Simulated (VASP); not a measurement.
# Ba2SrTi3O9 (Cmm2) in VASP: electric field gradients with r2SCAN

Aim: the electric field gradients of Ba2SrTi3O9 with r2SCAN.

Everything below comes from runs of VASP 6.6.1. Logs are shortened: lines on timing, memory, paths and dates and some standing lists are left out, and cuts for length are marked.

**1. The crystal as given**

Symmetry: Cmm2, No. 35, orthorhombic system. The conventional cell has a = 5.644 Å, b = 16.910 Å, c = 4.098 Å, α = 90.00°, β = 90.00°, γ = 90.00°. Around Ba (site symmetry m) lie 12 O at 2.81 to 2.95 Å. Sr (site symmetry mm2) has 12 O at 2.75 to 2.93 Å as nearest neighbours. Ti (site symmetry m) is surrounded by 5 O at 1.85 to 2.02 Å. Ti (site symmetry mm2) has 5 O at 1.84 to 1.99 Å as nearest neighbours. O (site symmetry m) is surrounded by 1 Ti at 1.85 Å. Around O (site symmetry mm2) lie 1 Ti at 1.84 Å. Around O (site symmetry 1) lie 2 Ti at 1.98 to 1.99 Å. O (site symmetry 2) is surrounded by 2 Ti at 2.02 Å.

The cell comes from a database or a generator and needn't be the stable form of this composition.

**2. Electric field gradients, r2SCAN**

The input, POSCAR:

```
Ba2SrTi3O9
1.0
    2.8222070000     -8.4547630000      0.0000000000
    2.8222070000      8.4547630000      0.0000000000
    0.0000000000      0.0000000000      4.0980360000
Ba Sr Ti O
2 1 3 9
Direct
    0.6669870000      0.3330130000      0.0050180000
    0.3330130000      0.6669870000      0.0050180000
    0.0000000000      0.0000000000      0.9951750000
    0.1646690000      0.8353310000      0.4862590000
    0.8353310000      0.1646690000      0.4862590000
    0.5000000000      0.5000000000      0.4857400000
    0.1626000000      0.8374000000      0.0355230000
    0.8374000000      0.1626000000      0.0355230000
    0.5000000000      0.5000000000      0.0356050000
    0.8347130000      0.6712300000      0.5270390000
    0.5000000000      0.0000000000      0.5218630000
    0.1652870000      0.3287700000      0.5270390000
    0.3287700000      0.1652870000      0.5270390000
    0.0000000000      0.5000000000      0.5218630000
    0.6712300000      0.8347130000      0.5270390000
```

The input, INCAR.step1:

```
ALGO     = Normal         # electronic algorithm
EDIFF    = 1E-4           # SCF threshold, eV
ENCUT    = 520            # plane-wave cutoff, eV
GGA      = PE             # functional
ISMEAR   = -1             # smearing method
LASPH    = T              # aspherical terms in the spheres
LCHARG   = F              # write CHGCAR
LREAL    = Auto         
LWAVE    = T              # write WAVECAR
NBANDS   = 73             # bands
NELM     = 100            # most SCF steps
PREC     = Accurate       # precision mode
SIGMA    = 0.02           # smearing width, eV
```

The input, INCAR.step2:

```
ALGO     = Normal         # electronic algorithm
EDIFF    = 1E-8           # SCF threshold, eV
ENCUT    = 520            # plane-wave cutoff, eV
ISIF     = 2              # what is computed and relaxed
ISMEAR   = -1             # smearing method
ISTART   = 1            
LASPH    = T              # aspherical terms in the spheres
LCHARG   = F              # write CHGCAR
LEFG     = T            
LMIXTAU  = T            
LREAL    = Auto         
LWAVE    = F              # write WAVECAR
METAGGA  = R2SCAN         # meta-GGA
NBANDS   = 73             # bands
NELM     = 100            # most SCF steps
PREC     = Accurate       # precision mode
SIGMA    = 0.02           # smearing width, eV
```

The input, KPOINTS:

```
k-points
0
Gamma
  4 4 5
```

Potentials or basis: VASP PAW PBE potentials, release 64 (Ba_sv, Sr_sv, Ti_sv, O).

On the command line:

```
cat potpaw_PBE.64/Ba_sv/POTCAR potpaw_PBE.64/Sr_sv/POTCAR potpaw_PBE.64/Ti_sv/POTCAR potpaw_PBE.64/O/POTCAR > POTCAR
cp INCAR.step1 INCAR
mpirun -np 1 vasp_std > vasp.out
cp INCAR.step2 INCAR
mpirun -np 1 vasp_std > vasp.out
```

OUTCAR:

```text
EDIFF = 1E-8
   ENCUT = 520
   ISIF = 2
   ISMEAR = -1
   ISTART = 1
   LASPH = T
   LREAL = Auto
   METAGGA = R2SCAN
   NELM = 100
   PREC = Accurate

 ion  position               nearest neighbor table
   1  0.667  0.333  0.005-  11 2.81  14 2.81  13 2.82  10 2.82   7 2.83   7 2.83   9 2.83   8 2.88
                            14 2.91  11 2.91  10 2.95  13 2.95   6 3.44   4 3.44   4 3.44   5 3.46
   2  0.333  0.667  0.005-  11 2.81  14 2.81  12 2.82  15 2.82   8 2.83   8 2.83   9 2.83   7 2.88
                            14 2.91  11 2.91  15 2.95  12 2.95   6 3.44   5 3.44   5 3.44   4 3.46
   3  0.000  0.000  0.995-  10 2.75  12 2.75  13 2.75  15 2.75   7 2.75   8 2.75   9 2.83   9 2.83
                            10 2.93  12 2.93  13 2.93  15 2.93   4 3.44   5 3.44   6 3.47   6 3.47
   4  0.165  0.835  0.486-   7 1.85  10 1.98  13 1.98  11 2.02  14 2.02   7 2.25   3 3.44   1 3.44
                             1 3.44   2 3.46   3 3.48   1 3.53   1 3.53   2 3.55
   5  0.835  0.165  0.486-   8 1.85  12 1.98  15 1.98  14 2.02  11 2.02   8 2.25   3 3.44   2 3.44
                             2 3.44   1 3.46   3 3.48   2 3.53   2 3.53   1 3.55
   6  0.500  0.500  0.486-   9 1.84  10 1.99  12 1.99  13 1.99  15 1.99   9 2.25   2 3.44   1 3.44
                             3 3.47   3 3.47   3 3.51   3 3.51   1 3.54   2 3.54
   7  0.163  0.837  0.036-   4 1.85   4 2.25   3 2.75   1 2.83   1 2.83   2 2.88
   8  0.837  0.163  0.036-   5 1.85   5 2.25   3 2.75   2 2.83   2 2.83   1 2.88
   9  0.500  0.500  0.036-   6 1.84   6 2.25   1 2.83   2 2.83   3 2.83   3 2.83
  10  0.835  0.671  0.527-   4 1.98   6 1.99   3 2.75   1 2.82   3 2.93   1 2.95
  11  0.500  0.000  0.522-   4 2.02   5 2.02   1 2.81   2 2.81   1 2.91   2 2.91
  12  0.165  0.329  0.527-   5 1.98   6 1.99   3 2.75   2 2.82   3 2.93   2 2.95
  13  0.329  0.165  0.527-   4 1.98   6 1.99   3 2.75   1 2.82   3 2.93   1 2.95
  14  0.000  0.500  0.522-   4 2.02   5 2.02   1 2.81   2 2.81   1 2.91   2 2.91
  15  0.671  0.835  0.527-   5 1.98   6 1.99   3 2.75   2 2.82   3 2.93   2 2.95

  LATTYP: Found a base centered orthorhombic cell.
 ALAT       =     5.6444140000
 B/A-ratio  =     2.9957983238
 C/A-ratio  =     0.7260339160

  Lattice vectors:

 A1 = (   2.8222070000,  -8.4547630000,   0.0000000000)
 A2 = (   2.8222070000,   8.4547630000,   0.0000000000)
 A3 = (   0.0000000000,   0.0000000000,   4.0980360000)

Analysis of symmetry for initial positions (statically):
=====================================================================
 Subroutine PRICEL returns:
 Original cell was already a primitive cell.

 Routine SETGRP: Setting up the symmetry group for a
 base centered orthorhombic supercell.

 Subroutine GETGRP returns: Found  4 space group operations
 (whereof  4 operations were pure point group operations)
 out of a pool of  8 trial point group operations.

The static configuration has the point symmetry C_2v.

Analysis of symmetry for dynamics (positions and initial velocities):
=====================================================================
 Subroutine PRICEL returns:
 Original cell was already a primitive cell.

 Routine SETGRP: Setting up the symmetry group for a
 base centered orthorhombic supercell.

 Subroutine GETGRP returns: Found  4 space group operations
 (whereof  4 operations were pure point group operations)
 out of a pool of  8 trial point group operations.

The dynamic configuration has the point symmetry C_2v.

 Subroutine INISYM returns: Found  4 space group operations
 (whereof  4 operations are pure point group operations),
 and found     1 'primitive' translations

----------------------------------------------------------------------------------------

                                     Primitive cell

  volume of cell :     195.5672

  direct lattice vectors                    reciprocal lattice vectors
     2.822207000 -8.454763000  0.000000000     0.177166310 -0.059138263  0.000000000
     2.822207000  8.454763000  0.000000000     0.177166310  0.059138263  0.000000000
     0.000000000  0.000000000  4.098036000     0.000000000  0.000000000  0.244019330

  length of vectors
     8.913353451  8.913353451  4.098036000     0.186775897  0.186775897  0.244019330

[... 148 lines left out ...]

  energy without entropy =     -211.73528341  energy(sigma->0) =     -211.73528341

 E-fermi :   3.9701     XC(G=0): -11.6795

 val. band max:        3.4339304358   @ k =   0.5000   0.5000   0.4000
 cond. band min:       5.6031670714   @ k =   0.0000   0.0000   0.0000
 fundamental gap:      2.1692366356
 Fermi energy:         3.9700995441

 k-point     1 :       0.0000    0.0000    0.0000
  band No.  band energies     occupation
      1     -55.4651      2.00000
      2     -55.4641      2.00000
      3     -55.4390      2.00000
      4     -30.6995      2.00000
      5     -30.6955      2.00000
      6     -30.6915      2.00000
[... 1564 lines left out ...]
     71       8.7867      0.00000
     72      10.0363      0.00000
 [bands above 72 left out]

------------------------ aborting loop because EDIFF is reached ----------------------------------------

  FORCE on cell =-STRESS in cart. coord.  units (eV):
  Direction    XX          YY          ZZ          XY          YZ          ZX
  --------------------------------------------------------------------------------------
  -------------------------------------------------------------------------------------
  Total       -4.4331879     -4.4981363     -4.3104813      0.0000000      0.0000000      0.0000000
  in kB      -36.3187303    -36.8508171    -35.3134607      0.0000000      0.0000000      0.0000000
  external PRESSURE =     -36.1610027 kB  Pullay stress =       0.0000000 kB

 VOLUME and BASIS-vectors are now :
 -----------------------------------------------------------------------------
  energy-cutoff  :      520.00
  volume of cell :      195.57
      direct lattice vectors                 reciprocal lattice vectors
     2.822207000 -8.454763000  0.000000000     0.177166310 -0.059138263  0.000000000
     2.822207000  8.454763000  0.000000000     0.177166310  0.059138263  0.000000000
     0.000000000  0.000000000  4.098036000     0.000000000  0.000000000  0.244019330

 POSITION                                       TOTAL-FORCE (eV/Angst)
 -----------------------------------------------------------------------------------
      2.82221     -2.82367      0.02056         0.000000      0.001017     -0.041789
      2.82221      2.82367      0.02056         0.000000     -0.001017     -0.041789
      0.00000      0.00000      4.07826        -0.000000      0.000000     -0.105599
      2.82221      5.67029      1.99271         0.000000      0.034599      0.010875
      2.82221     -5.67029      1.99271         0.000000     -0.034599      0.010875
      2.82221      0.00000      1.99058         0.000000      0.000000      0.026124
      2.82221      5.70527      0.14557         0.000000     -0.004854      0.143585
      2.82221     -5.70527      0.14557         0.000000      0.004854      0.143585
      2.82221      0.00000      0.14591         0.000000      0.000000      0.162614
      4.25008     -1.38221      2.15982         0.014677      0.007261     -0.044325
      1.41110     -4.22738      2.13861         0.000000      0.000000     -0.065590
      1.39433      1.38221      2.15982        -0.014677     -0.007261     -0.044325
      1.39433     -1.38221      2.15982        -0.014677      0.007261     -0.044325
      1.41110      4.22738      2.13861         0.000000      0.000000     -0.065590
      4.25008      1.38221      2.15982         0.014677     -0.007261     -0.044325
 -----------------------------------------------------------------------------------
    total drift:                                0.000002     -0.000000      0.004013

  FREE ENERGIE OF THE ION-ELECTRON SYSTEM (eV)
  ---------------------------------------------------
  free  energy   TOTEN  =      -211.7352834071 eV

  energy  without entropy=     -211.7352834071  energy(sigma->0) =     -211.73528341

 Electric field gradients (V/A^2)
---------------------------------------------------------------------
 ion       V_xx      V_yy      V_zz      V_xy      V_xz      V_yz
---------------------------------------------------------------------
   1      -6.492    11.309    -4.817    -0.000    -0.000     4.067
   2      -6.492    11.309    -4.817     0.000     0.000    -4.067
   3      10.642    -9.132    -1.510    -0.000     0.000    -0.000
   4      -4.731    -8.376    13.107    -0.000    -0.000     0.008
   5      -4.731    -8.376    13.107     0.000     0.000    -0.008
   6     -12.090    -2.617    14.707     0.000     0.000    -0.000
   7     -11.927    -7.018    18.945     0.000    -0.000     1.294
   8     -11.927    -7.018    18.945    -0.000     0.000    -1.294
   9      -3.865   -12.288    16.153    -0.000     0.000    -0.000
  10       6.894     4.886   -11.780   -21.210     0.175     0.394
  11       3.783     6.929   -10.712   -26.336     0.000     0.000
  12       6.894     4.886   -11.780   -21.210    -0.175    -0.394
  13       6.894     4.886   -11.780    21.210    -0.175     0.394
  14       3.783     6.929   -10.712    26.336    -0.000     0.000
  15       6.894     4.886   -11.780    21.210     0.175    -0.394
---------------------------------------------------------------------

 Electric field gradients after diagonalization (V/A^2)
 (convention: |V_zz| > |V_xx| > |V_yy|)
----------------------------------------------------------------------
 ion       V_xx      V_yy      V_zz     asymmetry (V_yy - V_xx)/ V_zz
----------------------------------------------------------------------
   1      -6.492    -5.785    12.277       0.058
   2      -6.492    -5.785    12.277       0.058
   3      -9.132    -1.510    10.642       0.716
   4      -8.376    -4.731    13.107       0.278
   5      -8.376    -4.731    13.107       0.278
   6     -12.090    -2.617    14.707       0.644
   7     -11.927    -7.083    19.010       0.255
   8     -11.927    -7.083    19.010       0.255
   9     -12.288    -3.865    16.153       0.521
  10     -15.390   -11.735    27.125       0.135
  11     -21.027   -10.712    31.739       0.325
  12     -15.390   -11.735    27.125       0.135
  13     -15.390   -11.735    27.125       0.135
  14     -21.027   -10.712    31.739       0.325
  15     -15.390   -11.735    27.125       0.135
----------------------------------------------------------------------

           NMR quadrupolar parameters

 Cq : quadrupolar parameter    Cq=e*Q*V_zz/h
 eta: asymmetry parameters     (V_yy - V_xx)/ V_zz
 Q  : nuclear electric quadrupole moment in mb (millibarn)
----------------------------------------------------------------------
 ion       Cq(MHz)       eta       Q (mb)
----------------------------------------------------------------------
   1       0.030       0.058       1.000
   2       0.030       0.058       1.000
   3       0.026       0.716       1.000
   4       0.032       0.278       1.000
   5       0.032       0.278       1.000
   6       0.036       0.644       1.000
   7       0.046       0.255       1.000
   8       0.046       0.255       1.000
   9       0.039       0.521       1.000
  10       0.066       0.135       1.000
  11       0.077       0.325       1.000
  12       0.066       0.135       1.000
  13       0.066       0.135       1.000
  14       0.077       0.325       1.000
  15       0.066       0.135       1.000
----------------------------------------------------------------------
```

Wall time 66 min (1 thread of Intel Xeon Platinum 8559C (Emerald Rapids), shared host); peak memory 0.52 GiB.

What came out:

```
Free energy            : -211.7353 eV
Pressure               : -3.6 GPa
Largest force          : 0.163 eV/Å
Band gap on the k mesh : 2.17 eV, indirect (least direct gap 2.51 eV)
```

Forces on the atoms (eV/Å):
```
Ba   0.000  0.001 -0.042
Ba   0.000 -0.001 -0.042
Sr   0.000  0.000 -0.106
Ti   0.000  0.035  0.011
Ti   0.000 -0.035  0.011
Ti   0.000  0.000  0.026
O    0.000 -0.005  0.144
O    0.000  0.005  0.144
O    0.000  0.000  0.163
O    0.015  0.007 -0.044
O    0.000  0.000 -0.066
O   -0.015 -0.007 -0.044
O   -0.015  0.007 -0.044
O    0.000  0.000 -0.066
O    0.015 -0.007 -0.044
```

Levels at points of the mesh, in eV from the valence-band top:
```
           k point  band 58  band 59  band 60  band 61  band 62  band 63
(0.00, 0.00, 0.00)    -0.53    -0.37    -0.34     2.17     2.58     2.59
(0.50, 0.00, 0.00)    -1.01    -0.87    -0.75     2.68     2.80     2.84
(0.50, 0.50, 0.00)    -0.74    -0.55    -0.06     2.67     2.71     2.85
```

Electric field gradients, principal values (V/Å²):
```
atom      Vxx      Vyy     Vzz
1 Ba   -5.785   -6.492  12.277
2 Ba   -5.785   -6.492  12.277
3 Sr   -1.510   -9.132  10.642
4 Ti   -4.731   -8.376  13.107
5 Ti   -4.731   -8.376  13.107
6 Ti   -2.617  -12.090  14.707
 7 O   -7.083  -11.927  19.010
 8 O   -7.083  -11.927  19.010
 9 O   -3.865  -12.288  16.153
10 O  -11.735  -15.390  27.125
11 O  -10.712  -21.027  31.739
12 O  -11.735  -15.390  27.125
13 O  -11.735  -15.390  27.125
14 O  -10.712  -21.027  31.739
15 O  -11.735  -15.390  27.125
```

Caveat: the PAW data sets were made with another functional, which shifts forces and pressure a little; spin-orbit coupling is left out, which moves the levels of the heavy elements; an odd mesh through Γ misses points on the zone boundary, where band edges often lie.
